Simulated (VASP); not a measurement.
Write the native input for VASP 6.6.1 that does the following.

- Task: relaxation of cell and atoms
- Functional: PBE
- Potentials or basis: VASP PAW PBE potentials, release 64 (Be)
- Cutoff: 600 eV
- k mesh: 6 × 6 × 6
- Occupations: gaussian, width 0.1 eV
- Spin: no spin polarisation
- Dipole correction: no
- Further INCAR settings: ALGO = Fast; EDIFF = 1e-06; IBRION = 2; EDIFFG = -0.04; NSW = 90; ISIF = 3

The structure of Be lies in POSCAR:

```
Be
1.0
    1.7004203803     -3.1241967224      0.0000000000
    1.7004203803      3.1241967224      0.0000000000
    0.0000000000      0.0000000000      3.6621577300
Be
4
Direct
    0.8805900000      0.2139300000      0.0000000000
    0.2139300000      0.8805900000      0.5000000000
    0.1194100000      0.7860700000      0.0000000000
    0.7860700000      0.1194100000      0.5000000000
```

The cell was built by a generator and needn't be a form met in nature.

The cell isn't the ideal one: random cell with space group Cccm (No. 66).

One way to write it, as run:

INCAR

```
PREC = Accurate
ENCUT = 600
EDIFF = 1E-6
ISMEAR = 0
SIGMA = 0.1
LREAL = False
LASPH = True
NELM = 100
ALGO = Fast
ISIF = 3
LWAVE = False
LCHARG = False
GGA = PE
IBRION = 2
NSW = 90
EDIFFG = -0.04
```

KPOINTS

```
regular mesh
0
Gamma
  6 6 6
```

Potentials or basis: VASP PAW PBE potentials, release 64 (Be).

Command:

```bash
$ cat potpaw_PBE.64/Be/POTCAR > POTCAR
$ mpirun -np 1 vasp_std > vasp.out
```

It gave:

| Item | Value |
| --- | --- |
| Relaxed volume | 8.91 Å³/atom |
| Relaxed cell | a = 4.416 Å, b = 4.416 Å, c = 3.569 Å, α = 90.00°, β = 90.00°, γ = 149.20° |
| Space group after relaxing (to 0.05 Å) | Fmmm (No. 69) |
| Energy gained by relaxing | 921.6 meV/atom |
| Ionic steps | 43 |
| Pressure after relaxing | 0.1 GPa |
| Largest force after relaxing | 0.010 eV/Å |
| Band gap on the k mesh | none (metal or under the smearing width) |

Wall time 4.3 min on 1 thread of Intel(R) Xeon(R) Platinum 8488C (Sapphire Rapids), with other jobs on the host, peak memory 0.17 GiB.
